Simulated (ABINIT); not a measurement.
# GaAs (F-43m) in ABINIT: convergence with smearing width

Aim: find how far smearing width must go before the results for GaAs settle, at RPBE. This setting moves, with any that are tied to it; all else stays.

Everything below comes from runs of ABINIT 10.8.3 (patched build). Logs are shortened: lines on timing, memory, paths and dates and some standing lists are left out, and cuts for length are marked. The log counts tension as positive stress, the text compression.

**1. Starting point**

Symmetry: F-43m, No. 216, cubic system. The conventional cell has a = 5.654 Å, b = 5.654 Å, c = 5.654 Å, α = 90.00°, β = 90.00°, γ = 90.00°. As (site symmetry -43m) has 4 Ga at 2.45 Å as nearest neighbours. Ga (site symmetry -43m) is surrounded by 4 As at 2.45 Å.

**2. With smearing width 0.272 eV**

Input file run.abi:

```
# Pseudopotentials
pp_dirpath "./"
pseudos "As.GGA_PBE-JTH.xml, Ga.GGA_PBE-JTH.xml"

# Structure
acell 3.9977696088 3.9977696088 3.9977696088 Angstrom
rprim
     0.0000000000     0.7071067812     0.7071067812
     0.7071067812     0.0000000000     0.7071067812
     0.7071067812     0.7071067812     0.0000000000
ntypat 2
znucl 33 31
natom 2
typat 1 2
xred
     0.7500000000     0.7500000000     0.7500000000
     0.0000000000     0.0000000000     0.0000000000

# Plane-wave basis
ecut 17.0
pawecutdg 34.0
pawxcdev 0

# k points
kptopt 1
ngkpt 8 8 8
nshiftk 1
shiftk 0.0 0.0 0.0

# Exchange and correlation
ixc 15

# Bands and occupations
nband 18
occopt 4
tsmear 0.00999582

# SCF cycle
nstep 100
tolvrs 1.0e-9

# Output
iomode 3
prtwf 0
prtden 0
prteig 0
prtebands 0
```

Potentials or basis: JTH PAW PBE v2.0.

Run with:

```sh
> abinit run.abi > log 2>&1
```

Wall time 24 s (1 thread of Arm Neoverse V1, shared host); peak memory 0.1 GiB.

Results (log left out):

```yaml
Free_energy: -5247.5746 eV
Pressure: 5.2 GPa
Band_gap_on_the_k_mesh: 0.63 eV, direct
Valence_electrons_inside_the_program's_atomic_spheres: As 12.73; Ga 11.07
```

**3. With smearing width 0.2 eV**

Changes to run.abi since step 2:

```diff
@@ -35,3 +35,3 @@
 occopt 4
-tsmear 0.00999582
+tsmear 0.00734986
```

Potentials or basis: JTH PAW PBE v2.0.

Run with:

```sh
> abinit run.abi > log 2>&1
```

Wall time 24 s (1 thread of Arm Neoverse V1, shared host); peak memory 0.1 GiB.

Results (log left out):

| Quantity | Value |
| --- | --- |
| Free energy | -5247.5754 eV |
| Pressure | 5.2 GPa |
| Band gap on the k mesh | 0.63 eV, direct |
| Valence electrons inside the program's atomic spheres | As 12.73; Ga 11.07 |

**4. With smearing width 0.136 eV**

Changes to run.abi since step 3:

```diff
@@ -35,3 +35,3 @@
 occopt 4
-tsmear 0.00734986
+tsmear 0.00499791
```

Run with:

```sh
> abinit run.abi > log 2>&1
```

It took 24 s on 1 thread of Arm Neoverse V1, shared host; peak memory 0.1 GiB.

Results (log left out):

```
Free energy                                           : -5247.5758 eV
Pressure                                              : 5.2 GPa
Band gap on the k mesh                                : 0.63 eV, direct
Valence electrons inside the program's atomic spheres : As 12.73; Ga 11.07
```

**5. With smearing width 0.1 eV**

Changes to run.abi since step 4:

```diff
@@ -35,3 +35,3 @@
 occopt 4
-tsmear 0.00499791
+tsmear 0.00367493
```

Run with:

```sh
> abinit run.abi > log 2>&1
```

Run time: 24 s. Hardware: 1 thread of Arm Neoverse V1, shared host; peak memory 0.1 GiB.

The run converged. Its results:

```yaml
Free_energy: -5247.5758 eV
Pressure: 5.2 GPa
Band_gap_on_the_k_mesh: 0.63 eV, direct
Valence_electrons_inside_the_program's_atomic_spheres: As 12.73; Ga 11.07
```

**6. With smearing width 0.05 eV**

Changes to run.abi since step 5:

```diff
@@ -35,3 +35,3 @@
 occopt 4
-tsmear 0.00367493
+tsmear 0.00183747
```

Potentials or basis: JTH PAW PBE v2.0.

Run with:

```sh
> abinit run.abi > log 2>&1
```

Wall time 24 s (1 thread of Arm Neoverse V1, shared host); peak memory 0.1 GiB.

It converged, with:

```yaml
Free_energy: -5247.5759 eV
Pressure: 5.2 GPa
Band_gap_on_the_k_mesh: 0.63 eV, direct
Valence_electrons_inside_the_program's_atomic_spheres: As 12.73; Ga 11.07
```

**7. With smearing width 0.025 eV**

Changes to run.abi since step 6:

```diff
@@ -35,3 +35,3 @@
 occopt 4
-tsmear 0.00183747
+tsmear 0.00091873
```

Run with:

```sh
> abinit run.abi > log 2>&1
```

Run time: 24 s. Hardware: 1 thread of Arm Neoverse V1, shared host; peak memory 0.1 GiB.

Results (log left out):

* Free energy: -5247.5759 eV
* Pressure: 5.2 GPa
* Band gap on the k mesh: 0.63 eV, direct
* Valence electrons inside the program's atomic spheres: As 12.73; Ga 11.07

**8. With smearing width 0.01 eV**

Changes to run.abi since step 7:

```diff
@@ -35,3 +35,3 @@
 occopt 4
-tsmear 0.00091873
+tsmear 0.00036749
```

Potentials or basis: JTH PAW PBE v2.0.

Run with:

```sh
> abinit run.abi > log 2>&1
```

run.abo:

```text
.Version 10.8.3 of ABINIT
 Symmetries : space group F-4 3 m (#216); Bravais cF (face-center cubic)
================================================================================
 Values of the parameters that define the memory need of the present run
     intxc =       0    ionmov =       0      iscf =      17    lmnmax =      18
     lnmax =       6     mgfft =      30  mpssoang =       3    mqgrid =    3001
     natom =       2  nloc_mem =       2    nspden =       1   nspinor =       1
    nsppol =       1      nsym =      24    n1xccc =       1    ntypat =       2
    occopt =       4   xclevel =       2
       mpw =        1036          nfft =       27000          nkpt =          29
 PAW method is used; the additional fine FFT grid is defined by:
   mgfftf=        40    nfftf =     64000
================================================================================
================================================================================

--------------------------------------------------------------------------------
------------- Echo of variables that govern the present computation ------------
--------------------------------------------------------------------------------
 -outvars: echo values of preprocessed input variables --------
            acell      7.5546896751E+00  7.5546896751E+00  7.5546896751E+00 Bohr
              amu      7.49215900E+01  6.97230000E+01
             ecut      1.70000000E+01 Hartree
              ixc          15
         kptrlatt        8    0    0      0    8    0      0    0    8
          kptrlen      6.04375174E+01
            natom           2
            nband          18
            ngfft          30      30      30
          ngfftdg          40      40      40
             nkpt          29
            nstep         100
             nsym          24
           ntypat           2
           occopt           4
        pawecutdg      3.40000000E+01 Hartree
         pawxcdev           0
[... 183 lines left out ...]
hartree             :  6.17764596133915E+01
xc                  : -3.76409060350065E+00
Ewald energy        : -9.91764168196967E+01
psp_core            :  4.32126657366457E+00
local_psp           : -1.63086778610797E+02
PAW spherical_terms : -1.76678852669883E+00
internal            : -1.92844859007537E+02
'-kT*entropy'       :  1.69232088560503E-16
total_energy        : -1.92844859007537E+02
total_energy_eV     : -5.24757594400583E+03
...

--- !EnergyTermsDC
iteration_state     : {dtset: 1, }
comment             : '"Double-counting" decomposition of free energy'
band_energy         : -1.52377054967786E+01
Ewald energy        : -9.91764168196967E+01
psp_core            :  4.32126657366457E+00
xc_dc               : -6.07304705770416E+01
PAW spherical_terms : -2.20215311782804E+01
internal            : -1.92844857498133E+02
'-kT*entropy'       :  1.69232088560503E-16
total_energy_dc     : -1.92844857498133E+02
total_energy_dc_eV  : -5.24757590293285E+03
...

--- !EnergyTermsWithPAWCore
iteration_state     : {dtset: 1, }
comment             : 'Components of total free energy, including PAW core contributions'
Total energy        : -4.20546613993099E+03
Total energy DC     : -4.20546613842158E+03
Total energy (eV)   : -1.14436563478057E+05
Total energy DC (eV): -1.14436563436984E+05
...

 Cartesian components of stress tensor (hartree/bohr^3)
  sigma(1 1)= -1.76728179E-04  sigma(3 2)=  0.00000000E+00
  sigma(2 2)= -1.76728179E-04  sigma(3 1)=  0.00000000E+00
  sigma(3 3)= -1.76728179E-04  sigma(2 1)=  0.00000000E+00

-Cartesian components of stress tensor (GPa)         [Pressure=  5.1995E+00 GPa]
- sigma(1 1)= -5.19952255E+00  sigma(3 2)=  0.00000000E+00
- sigma(2 2)= -5.19952255E+00  sigma(3 1)=  0.00000000E+00
- sigma(3 3)= -5.19952255E+00  sigma(2 1)=  0.00000000E+00

== END DATASET(S) ==============================================================
================================================================================

 -outvars: echo values of variables after computation  --------
            acell      7.5546896751E+00  7.5546896751E+00  7.5546896751E+00 Bohr
           etotal     -1.9284485750E+02
            fcart     -0.0000000000E+00 -0.0000000000E+00 -0.0000000000E+00
                      -0.0000000000E+00 -0.0000000000E+00 -0.0000000000E+00
            rprim      0.0000000000E+00  7.0710678120E-01  7.0710678120E-01
                       7.0710678120E-01  0.0000000000E+00  7.0710678120E-01
                       7.0710678120E-01  7.0710678120E-01  0.0000000000E+00
           strten     -1.7672817938E-04 -1.7672817938E-04 -1.7672817938E-04
                       0.0000000000E+00  0.0000000000E+00  0.0000000000E+00
           xangst      4.2402750001E+00  4.2402750001E+00  4.2402750001E+00
                       0.0000000000E+00  0.0000000000E+00  0.0000000000E+00
             xred      7.5000000000E-01  7.5000000000E-01  7.5000000000E-01
                       0.0000000000E+00  0.0000000000E+00  0.0000000000E+00
 Calculation completed.
```

Run time: 24 s. Hardware: 1 thread of Arm Neoverse V1, shared host; peak memory 0.1 GiB.

What came out:

| Property | Result |
| --- | --- |
| Free energy | -5247.5759 eV |
| Pressure | 5.2 GPa |
| Band gap on the k mesh | 0.63 eV, direct |
| Valence electrons inside the program's atomic spheres | As 12.73; Ga 11.07 |

**9. The series at a glance**

```
smearing width  energy less the tightest run (meV/atom)  SCF cycles  CPU time (s)  peak memory (GiB)
      0.272 eV                                     0.67          13            24                0.1
        0.2 eV                                     0.26          13            24                0.1
      0.136 eV                                     0.05          13            24                0.1
        0.1 eV                                     0.04          13            24                0.1
       0.05 eV                                     0.02          13            24                0.1
      0.025 eV                                     0.00          13            24                0.1
       0.01 eV                                     0.00          13            24                0.1
```

Against the tightest run, the energy stays within 1 meV/atom from 0.272 eV on. The tightest run that finished is the yardstick and may itself not be fully converged.

Caveats: the PAW data sets were made with another functional, which shifts forces and pressure a little.
